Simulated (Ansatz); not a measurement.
# MnO (P6_3mc) in Ansatz: a series of runs

The runs below take MnO through band structure, with PBEsol.

Program: Ansatz 0.2.0. These are calculated values, not measurements. Logs are shortened: lines on timing, memory, paths and dates and some standing lists are left out, and cuts for length are marked.

## Step 1: The cell of the first run

The structure is hexagonal, space group P6_3mc (No. 186). Conventional cell: a = 3.372 Å, b = 3.372 Å, c = 5.386 Å, α = 90.00°, β = 90.00°, γ = 120.00°. Mn (site symmetry 3m) has 4 O at 1.96 to 2.08 Å as nearest neighbours. O (site symmetry 3m) has 4 Mn at 1.96 to 2.08 Å as nearest neighbours.

Measurements of this composition are mostly on another form, of space group No. 225.

## Step 2: Band structure, PBEsol, collinear spin, ferromagnetic start (strain_z_fixed_volume = 0)

Input file input.yaml:

```yaml
crystal:
  lattice:
    - [3.3717, 0.0, 0.0]
    - [-1.68585, 2.9199778539, 0.0]
    - [0.0, 0.0, 5.3855]
  atoms:
    - { symbol: Mn, position: [0.6666666667, 0.3333333333, 0.51096], spin: 4.0 }
    - { symbol: Mn, position: [0.3333333333, 0.6666666667, 0.01096], spin: 4.0 }
    - { symbol: O, position: [0.6666666667, 0.3333333333, 0.87547] }
    - { symbol: O, position: [0.3333333333, 0.6666666667, 0.37547] }
kpoints:
  mp_grid: { grid: [9, 9, 5] }
  band_path:
    path:
      - [0.0, 0.0, 0.0]
      - [0.5, 0.0, 0.0]
      - [0.3333333333, 0.3333333333, 0.0]
      - [0.0, 0.0, 0.0]
      - [0.0, 0.0, 0.5]
      - [0.5, 0.0, 0.5]
      - [0.3333333333, 0.3333333333, 0.5]
      - [0.0, 0.0, 0.5]
    npoints: 8
scf:
  occupations: { method: fermi_dirac, width: 0.05 }
hamiltonian:
  xc: pbesol
  pseudopotentials: { kind: all_electron, lapw: { basis_error: 0.002 } }
magnetization:
  spin_polarized: true
output:
  forces: true
  stress: true
  eigenvalues: true
```

Potentials or basis: all-electron LAPW, scalar-relativistic.

Started as:

```sh
ansatz run input.yaml --threads 4 --pin off --max-ram 12288MiB --backend cpu --events-out ev --progress --plain --runs-dir out
```

What it wrote:

```text
Warning: RAYON_NUM_THREADS=4 ignored (pool sized by the plan → 4); use --threads N
LAPW: plane waves up to 10.133 Å⁻¹, error target 2.0e-3 eV per atom; small_component_spin mean_spin; O in spheres of 0.890 Å, 8 of its electrons in bands, Dirac shells []; Mn in spheres of 1.073 Å, 15 of its electrons in bands, Dirac shells [] (how accurate: hamiltonian.pseudopotentials.lapw.basis_error, Limitations)
Engine: ansatz 0.2.0, x86_64-unknown-linux-gnu
Pseudopotentials: kind: all_electron
Pseudopotential: Mn, LAPW, valence charge 15, lapw/all_electron/scalar/gaussian/Mn, Koelling and Harmon's equation, gaussian nucleus
Pseudopotential: O, LAPW, valence charge 8, lapw/all_electron/scalar/gaussian/O, Koelling and Harmon's equation, gaussian nucleus
Functional definition: PBEsol
  exchange = pbesol_x
  correlation = pbesol_c
Crystal: 4 atoms, lattice volume = 53.022 Å³
Basis set: ecut = 391.1968678094305 eV, 941 PW (Γ), exchange–correlation at level 2
Bands: 33, of which v1, the nominal top of the filled ones, is band 23 counted from 1 (22 counted from 0)
Symmetry: 12 space group operations
Space group: P63mc (ITA 186), of the structure as read, at distance tolerance 3.8e-5 Å
Magnetic group: BNS 186.203 (UNI 1433), of the structure as read, at distance tolerance 3.8e-5 Å
k-points: 36 of 405 (time reversal used)
Non-local potential: Mn, projectors of the file, none
Non-local potential: O, projectors of the file, none
Initial density: superposition of atomic densities (chi_scale 0.1, normalization cell, long waves kept (reshape's long-wave potential 0.00 eV rms))
Starting moments: Σ|m| = 8 μB on 2 of 4 sites
Initial wavefunctions: plane waves of lowest kinetic energy (no species holds an atomic orbital)
Functional: x = pbesol(κ = 0.804, μ = 0.12345679012345678), c = pbesol(β = 0.046)
iter 1 solved again at ethr=1.44e-2 eV; its pass at ethr=1.00e-1 eV (dr2=6.61e0 eV) is discarded
SCF iter   1: F=—  HF=-67081.901004 eV  |F-HF|=—  |Δ(HF+E_count)|=         —  Δρ=6.00e-2 (↑5.99e-2 ↓6.00e-2)  dr2=6.61e0  dr2_m=5.89e-1  M=9.999 μB ∫|m|=9.999 μB  β_m=0.30  ethr=1.44e-2  ⟨swp⟩=2.0  Hψ=15498  notcnv=0
Mixer restart at iter 1: flushing history
preconditioner: auto → Kerker (q_TF=auto, 2.664 Å⁻¹)  [metal: Δε(μ)=0.095 eV  Ē_g=11.722 eV  σ=0.050 eV  W_gap=0.39  n_scr=22 (ndim 8)  ℏωp=26.0 eV  f_vac=0.000  D(μ)=0.18/eV (n_scr^D=0)]
spin=Collinear: Kerker preconditioning applied to the charge; magnetization (m = ρ↑ − ρ↓) channel mixes plain (no charge-response kernel on spin).
SCF iter   2: F=—  HF=-67079.443087 eV  |F-HF|=—  |Δ(HF+E_count)|=    2.46e0  Δρ=3.48e-2 (↑3.48e-2 ↓3.17e-2)  dr2=1.85e0  dr2_m=2.54e-1  M=9.992 μB ∫|m|=9.992 μB  β_m=0.43  ethr=1.44e-2  ⟨swp⟩=2.0  Hψ=7249  notcnv=0
SCF iter   3: F=—  HF=-67079.079297 eV  |F-HF|=—  |Δ(HF+E_count)|=   3.64e-1  Δρ=1.56e-2 (↑1.56e-2 ↓1.43e-2)  dr2=5.49e-1  dr2_m=2.93e-2  M=9.982 μB ∫|m|=9.982 μB  β_m=0.52  ethr=4.03e-3  ⟨swp⟩=2.0  Hψ=7152  notcnv=0
SCF iter   4: F=—  HF=-67079.007046 eV  |F-HF|=—  |Δ(HF+E_count)|=         —  Δρ=5.62e-3 (↑5.62e-3 ↓5.24e-3)  dr2=9.23e-2  dr2_m=8.18e-4  M=9.986 μB ∫|m|=9.986 μB  β_m=0.61  ethr=1.19e-3  ⟨swp⟩=2.0  Hψ=7273  notcnv=0
the basis was enlarged: its passes take 326.6 KiB over the memory plan, 4 of 4 planned eigensolver slots
SCF iter   5: F=—  HF=-67079.007187 eV  |F-HF|=—  |Δ(HF+E_count)|=         —  Δρ=2.91e-3 (↑2.63e-3 ↓2.91e-3)  dr2=1.95e-2  dr2_m=8.31e-4  M=9.986 μB ∫|m|=9.986 μB  β_m=0.61  ethr=2.01e-4  ⟨swp⟩=2.0  Hψ=7272  notcnv=0
Mixer restart at iter 5: flushing history
SCF iter   6: F=—  HF=-67079.008972 eV  |F-HF|=—  |Δ(HF+E_count)|=   1.79e-3  Δρ=1.94e-3 (↑1.72e-3 ↓1.94e-3)  dr2=1.12e-2  dr2_m=5.35e-5  M=9.988 μB ∫|m|=9.988 μB  β_m=0.66  ethr=4.25e-5  ⟨swp⟩=2.0  Hψ=6880  notcnv=0
SCF iter   7: F=—  HF=-67079.009745 eV  |F-HF|=—  |Δ(HF+E_count)|=   7.73e-4  Δρ=1.28e-3 (↑1.11e-3 ↓1.28e-3)  dr2=4.57e-3  dr2_m=6.80e-5  M=9.987 μB ∫|m|=9.987 μB  β_m=0.73  ethr=2.44e-5  ⟨swp⟩=2.0  Hψ=6586  notcnv=0
SCF iter   8: F=—  HF=-67079.010873 eV  |F-HF|=—  |Δ(HF+E_count)|=   1.13e-3  Δρ=4.03e-4 (↑4.03e-4 ↓3.89e-4)  dr2=5.12e-4  dr2_m=2.21e-6  M=9.988 μB ∫|m|=9.988 μB  β_m=0.76  ethr=9.94e-6  ⟨swp⟩=2.5  Hψ=6959  notcnv=0
SCF iter   9: F=—  HF=-67079.011127 eV  |F-HF|=—  |Δ(HF+E_count)|=   2.54e-4  Δρ=1.61e-4 (↑1.61e-4 ↓1.55e-4)  dr2=6.66e-5  dr2_m=1.96e-6  M=9.988 μB ∫|m|=9.988 μB  β_m=0.80  ethr=1.11e-6  ⟨swp⟩=2.5  Hψ=6685  notcnv=0
iter 10 solved again at ethr=8.92e-9 eV; its pass at ethr=1.45e-7 eV (dr2=4.10e-6 eV) is discarded
SCF iter  10: F=—  HF=-67079.011175 eV  |F-HF|=—  |Δ(HF+E_count)|=   4.72e-5  Δρ=4.59e-5 (↑4.59e-5 ↓3.88e-5)  dr2=4.10e-6  dr2_m=1.49e-7  M=9.988 μB ∫|m|=9.989 μB  β_m=0.90  ethr=8.92e-9  ⟨swp⟩=2.0  Hψ=11652  notcnv=0
SCF iter  11: F=—  HF=-67079.011177 eV  |F-HF|=—  |Δ(HF+E_count)|=   2.06e-6  Δρ=1.20e-5 (↑1.06e-5 ↓1.20e-5)  dr2=3.92e-7  dr2_m=1.53e-9  M=9.988 μB ∫|m|=9.989 μB  β_m=0.95  ethr=8.92e-9  ⟨swp⟩=2.5  Hψ=6721  notcnv=0
SCF iter  12: F=-67079.011177 eV  HF=-67079.011177 eV  |F-HF|=5.59e-9  |Δ(HF+E_count)|=   1.97e-7  Δρ=3.42e-6 (↑3.30e-6 ↓3.42e-6)  dr2=3.32e-8  dr2_m=5.22e-10  M=9.988 μB ∫|m|=9.989 μB  ethr=8.52e-10  ⟨swp⟩=2.5  Hψ=6712  notcnv=0
SCF 1 converged in 12 iterations: F = -67079.011177 eV  dr2 = 3.32e-8
WARN: an SCF from antiferromagnetic starting moments (-4.14, 4.14, 0.00, 0.00 Bohr magnetons, atom by atom) was not made, by what the run has read of turns of its moments that order reads lower: the deck asks for what bars it, or types moments that do (magnetization.spin_polarized, in the input reference, names some of the keys), or the run goes by scf.lower_state_search: light, the default, which as a rule tries one only behind a close that has lost an order of both signs, or on which an open d or half-filled 4f shell of a PAW file has lost a moment that was set nearer to Hund's than to what is left; or, under a Hubbard U, one that names an f shell that the input leaves bare beside given moments, or a larger moment for a shell of low spin that is given one. standard, with a start from the atoms, tries one behind each close (in a relaxation, ahead of its steps or at their end). To set out from that order, type those moments (crystal.atoms[].spin; where shells were raised to Hund's moment, beside crystal.symmetry.detect: false) under scf.lower_state_search: light. The bands of the close that named these starting moments, or of the one ahead of a search that led to it (under cold or Methfessel-Paxton smearing those of the Gaussian ahead of it) read a cost of -736.23 meV for the turn to them, carried on from a small turn (-736.23 by the pairs of d shells alone)
NSCF: frozen V_eff on 57 k-points
SCF converged after 12 iterations
Magnetization: 9.9882 μB (27.9941 up, 18.0059 down)
Absolute magnetization: 9.9886 μB (∫|ρ↑−ρ↓|)
Spin contamination: 0.0124 ħ² per cell (⟨S²⟩ above its minimum at these occupations)
Per-site moments (μB) at R_I (Å): [(4.20880052405956, 1.0731344269133778), (4.20880052405956, 1.0731344269133778), (0.2219068917721292, 0.8899341488346205), (0.2219068917721292, 0.8899341488346205)]
Free energy (F): -67079.011177 eV
Harris-Foulkes:  -67079.011177 eV  (|F-HF|=5.59e-9)
Internal energy: -67079.007835 eV  (E = F + TS)
E sigma→0 (E₀):  -67079.009506 eV
Entropy (-TS):   -0.003342 eV (-0.835 meV/atom)
Fermi energy:    10.788599 eV
--- Per-component energies (eV) ---
  E_band       = -2586.850471
  E_kinetic    = 67864.503576
  E_xc         = -3241.403731
  E_electrostatic = -131702.107680  (all electrons and nuclei)
  E_smearing   = -0.003342  (= −TS)
  E_closure    = 0.000000  (closes the sum)
  E_atoms      = -67043.961184  (free atoms, spherical and without spin; not in F)
  Σ components = -67079.011177   (vs F -67079.011177, Δ=0.00e0)
  Basis errors (estimates in eV, not in F): energy 9.4e-4 per atom: plane waves 8.6e-4 (5.3e-4 summed), levels above the bands 3.2e-67, relativity 2.5e-8, radial functions 8.2e-5, core shells 1.4e-6; eigenvalues (radial functions only) 7.4e-6; not estimated: angular momenta, meshes, grids; target (lapw.basis_error) 2.0e-3; muffin-tin radii O 0.890 Å, Mn 1.073 Å
--- Forces (eV/Å), atoms counted from 1 ---
  atom   1  Mn    -0.00000000     0.00000000    -0.59072855
  atom   2  Mn     0.00000000    -0.00000000    -0.59072855
  atom   3  O      0.00000000    -0.00000000     0.59073357
  atom   4  O      0.00000000     0.00000000     0.59073357
  max |Σ_I F_I| component: 1.00e-5 eV/Å
--- Stress (GPa, compression-positive) ---
       -1.600320       0.000000       0.000000
        0.000000      -1.600320       0.000000
        0.000000       0.000000       5.642560
  P = ⅓ Tr σ = 0.8140 GPa (8.140 kbar)
--- Band table (eV; the first three rows and the last of 72) ---
  k-point 0 ↑: bands = ["-494.5584", "-494.5584", "-70.7478", "-70.7447", "-39.6460", "-39.6407", "-39.6407", "-39.6346", "-39.6346", "-39.6077", "-9.2362", "-8.6980", "3.5376", "4.2994", "4.4836", "4.4836", "4.8337", "4.8337", "7.6008", "7.6008", "8.0993", "8.1542", "8.1542", "9.1559", "9.7161", "9.7161", "10.7894", "10.7894", "10.8445", "14.3385", "16.2651", "22.1445", "22.1445"]
  k-point 1 ↑: bands = ["-494.5584", "-494.5584", "-70.7475", "-70.7450", "-39.6424", "-39.6401", "-39.6401", "-39.6351", "-39.6351", "-39.6114", "-9.1841", "-8.7483", "3.5099", "4.1139", "4.5045", "4.5045", "4.7855", "4.7855", "7.6703", "7.6703", "8.1297", "8.1297", "8.3882", "9.3825", "9.8040", "9.8040", "10.6819", "10.6819", "10.9065", "13.6410", "16.9720", "21.6860", "22.1146"]
  k-point 2 ↑: bands = ["-494.5584", "-494.5584", "-70.7467", "-70.7458", "-39.6386", "-39.6386", "-39.6367", "-39.6367", "-39.6328", "-39.6210", "-9.0480", "-8.8814", "3.5425", "3.7671", "4.5705", "4.5705", "4.6765", "4.6765", "7.8416", "7.8416", "8.0236", "8.0236", "9.0131", "9.4846", "10.0600", "10.0600", "10.4007", "10.4007", "11.4113", "12.4691", "18.2695", "19.8740", "22.1518"]
  k-point 35 ↓: bands = ["-494.3585", "-494.3585", "-65.9908", "-65.9908", "-34.9948", "-34.9948", "-34.9820", "-34.9779", "-34.9599", "-34.9599", "-8.1525", "-8.1525", "4.7926", "4.7926", "5.0982", "5.1604", "6.1251", "6.1251", "11.2344", "11.4324", "12.1150", "12.1150", "12.6807", "12.7186", "12.9687", "12.9687", "13.3569", "13.3569", "17.9672", "18.1200", "18.3843", "18.3843", "20.1070"]
```

Run time: 17 s. Hardware: 4 threads of Intel Xeon 6975P-C (Granite Rapids), shared host; peak memory 0.59 GiB.

Results:

```yaml
Free_energy: -67079.0112 eV
Pressure: 0.8 GPa
Largest_force: 0.591 eV/Å
Band_gap_along_the_path: none (metal or under the smearing width)
Net_moment: 9.99 μB per cell
Absolute_moment: 9.99 μB per cell
Site_moments: Mn +4.21; O +0.22 μB
```

Forces in eV/Å, atoms in the order of the input:
```
Mn   0.000  0.000 -0.591
Mn   0.000  0.000 -0.591
O    0.000  0.000  0.591
O    0.000  0.000  0.591
```

Levels at the corners of the path, in eV from the Fermi level:
Spin up:
```tsv
point	band 24	band 25	band 26	band 27	band 28	band 29	band 30	band 31	band 32	band 33
Γ	-1.63	-1.07	-1.07	0.00	0.00	0.06	3.55	5.48	11.36	11.36
M	-2.48	-2.09	-1.90	-0.87	-0.73	3.76	4.15	5.70	7.45	9.05
K	-1.96	-1.96	-1.51	-1.31	-1.31	5.36	5.55	5.72	5.72	9.28
Γ	-1.63	-1.07	-1.07	0.00	0.00	0.06	3.55	5.48	11.36	11.36
A	-1.49	-0.56	-0.56	-0.56	-0.56	1.11	1.11	8.24	8.24	11.46
L	-2.41	-1.32	-1.32	-1.24	-1.24	3.73	3.73	6.02	6.02	10.35
H	-2.18	-1.98	-1.98	-1.18	-1.18	5.36	5.36	6.04	6.04	7.27
A	-1.49	-0.56	-0.56	-0.56	-0.56	1.11	1.11	8.24	8.24	11.46
```
Spin down:
| point | band 16 | band 17 | band 18 | band 19 | band 20 | band 21 |
| --- | --- | --- | --- | --- | --- | --- |
| Γ | -4.98 | -4.78 | -4.78 | -0.19 | 0.92 | 0.92 |
| M | -4.97 | -4.89 | -4.71 | 0.36 | 0.40 | 1.20 |
| K | -5.46 | -5.08 | -5.08 | 0.27 | 0.63 | 0.63 |
| Γ | -4.98 | -4.78 | -4.78 | -0.19 | 0.92 | 0.92 |
| A | -4.90 | -4.90 | -4.90 | 1.39 | 1.39 | 1.40 |
| L | -4.99 | -4.81 | -4.81 | 0.87 | 0.87 | 1.49 |
| H | -5.66 | -4.64 | -4.64 | 0.54 | 0.54 | 1.44 |
| A | -4.90 | -4.90 | -4.90 | 1.39 | 1.39 | 1.40 |

Caveat: the magnetic or orbital state may not be the lowest; semilocal functionals often make such compounds metallic where correlation or magnetic order opens a gap, which also shifts bond lengths; only a ferromagnetic start was run, and an antiferromagnetic order may lie lower in energy.

## Step 3: Band structure, PBEsol, collinear spin, ferromagnetic start, 13.26 Å³/atom (strain_z_fixed_volume = -0.04)

input.yaml, as its differences from that of step 2:

```diff
@@ -2,5 +2,5 @@
   lattice:
-    - [3.3717, 0.0, 0.0]
-    - [-1.68585, 2.9199778539, 0.0]
-    - [0.0, 0.0, 5.3855]
+    - [3.4412269024, 0.0, 0.0]
+    - [-1.7206134512, 2.9801899176, 0.0]
+    - [0.0, 0.0, 5.17008]
   atoms:
```

Potentials or basis: all-electron LAPW, scalar-relativistic.

Started as:

```sh
ansatz run input.yaml --threads 4 --pin off --max-ram 12288MiB --backend cpu --events-out ev --progress --plain --runs-dir out
```

It took 22 s on 4 threads of Intel Xeon 6975P-C (Granite Rapids), shared host; peak memory 0.66 GiB.

It converged, with:

```
Free energy             : -67078.8316 eV
Pressure                : 2.9 GPa
Largest force           : 1.412 eV/Å
Band gap along the path : none (metal or under the smearing width)
Net moment              : 9.98 μB per cell
Absolute moment         : 9.98 μB per cell
Site moments            : Mn +4.13; O +0.22 μB
```

Caveat: the magnetic or orbital state may not be the lowest; semilocal functionals often make such compounds metallic where correlation or magnetic order opens a gap, which also shifts bond lengths; only a ferromagnetic start was run, and an antiferromagnetic order may lie lower in energy; forces of over 1 eV/Å show positions far from the minimum, so gaps and moduli don't describe the material at rest.

## Step 4: Band structure, PBEsol, collinear spin, ferromagnetic start, 13.26 Å³/atom (strain_z_fixed_volume = -0.02)

input.yaml, as its differences from that of step 3:

```diff
@@ -2,5 +2,5 @@
   lattice:
-    - [3.4412269024, 0.0, 0.0]
-    - [-1.7206134512, 2.9801899176, 0.0]
-    - [0.0, 0.0, 5.17008]
+    - [3.4059313345, 0.0, 0.0]
+    - [-1.7029656672, 2.9496230592, 0.0]
+    - [0.0, 0.0, 5.27779]
   atoms:
```

Started as:

```sh
ansatz run input.yaml --threads 4 --pin off --max-ram 12288MiB --backend cpu --events-out ev --progress --plain --runs-dir out
```

Run time: 19 s. Hardware: 4 threads of Intel Xeon 6975P-C (Granite Rapids), shared host; peak memory 0.59 GiB.

The run converged. Its results:

- Free energy: -67078.9432 eV
- Pressure: 1.7 GPa
- Largest force: 0.961 eV/Å
- Band gap along the path: none (metal or under the smearing width)
- Net moment: 9.99 μB per cell
- Absolute moment: 9.99 μB per cell
- Site moments: Mn +4.17; O +0.22 μB

Caveat: the magnetic or orbital state may not be the lowest; semilocal functionals often make such compounds metallic where correlation or magnetic order opens a gap, which also shifts bond lengths; only a ferromagnetic start was run, and an antiferromagnetic order may lie lower in energy.
